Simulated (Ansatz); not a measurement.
A run of Ansatz 0.2.0 is set up as follows.

Contents of input.yaml:

```yaml
crystal:
  lattice:
    - [0.0, 2.96575, 2.96575]
    - [2.96575, 0.0, 2.96575]
    - [2.96575, 2.96575, 0.0]
  atoms:
    - { symbol: Pb, position: [0.0, 0.0, 0.0] }
    - { symbol: S, position: [0.5, 0.5, 0.5] }
kpoints:
  mp_grid: { grid: [8, 8, 8] }
scf:
  occupations: { method: fermi_dirac, width: 0.05 }
hamiltonian:
  xc: pbe
  dispersion: d4
  pseudopotentials: { kind: all_electron, lapw: { basis_error: 0.001 } }
output:
  forces: true
  stress: true
relax:
  f_tol: 0.01
  max_steps: 60
  cell: {}
```

Potentials or basis: all-electron LAPW, scalar-relativistic.

Run with:

```console
$ ansatz run input.yaml --threads 1 --pin off --max-ram 3072MiB --backend cpu --events-out ev --progress --plain --runs-dir out
```

Question: What does it give for the relaxed cell?

Answer: a = 4.198 Å, b = 4.198 Å, c = 4.198 Å, α = 60.00°, β = 60.00°, γ = 60.00°.

Question: Estimate the relaxed volume.

Answer: 26.15 Å³/atom.

Question: Predict the space group after relaxing (to 0.05 Å).

Answer: Fm-3m (No. 225).

Final structure:
```
CELL_PARAMETERS angstrom
0.00000 2.96820 2.96820
2.96820 0.00000 2.96820
2.96820 2.96820 0.00000
ATOMIC_POSITIONS crystal
Pb 0.00000 0.00000 0.00000
S 0.50000 0.50000 0.50000
```

The run has no spin-orbit coupling, so splittings on Pb are missing.
